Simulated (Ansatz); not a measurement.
CdSe (Cadmoselite):

```
Cd Se
1.0
     4.30000    0.00000    0.00000
    -2.15000    3.72391    0.00000
     0.00000    0.00000    7.02000
Cd Se
2 2
Direct
  0.66667 0.33333 0.50000
  0.33333 0.66667 0.00000
  0.66667 0.33333 0.88500
  0.33333 0.66667 0.38500
```

Program: Ansatz 0.2.0. Alike in all runs: potentials or basis Ansatz PAW; cell as given; cutoff (eV) 420. Hardware: 2 threads of Intel(R) Xeon(R) Processor @ 2.50GHz (Skylake/Cascade Lake), with other jobs on the host.

Problem. Order these runs on this cell by their wall time, lowest first.
A. task band structure; level LDA; spin SOC, no magnetisation; k mesh 5 × 5 × 3; smearing fermi-dirac 0.05 eV; points for each segment of the path 14
B. task band structure; level PBEsol; spin off; k mesh 7 × 7 × 4; smearing fermi-dirac 0.05 eV; points for each segment of the path 14
C. task single point; level PBEsol; spin off; k mesh 7 × 7 × 4; smearing gaussian 0.05 eV

Solution. C (11 s), B (33 s), A (200 s).

Runs at the PBE level aren't shown here.
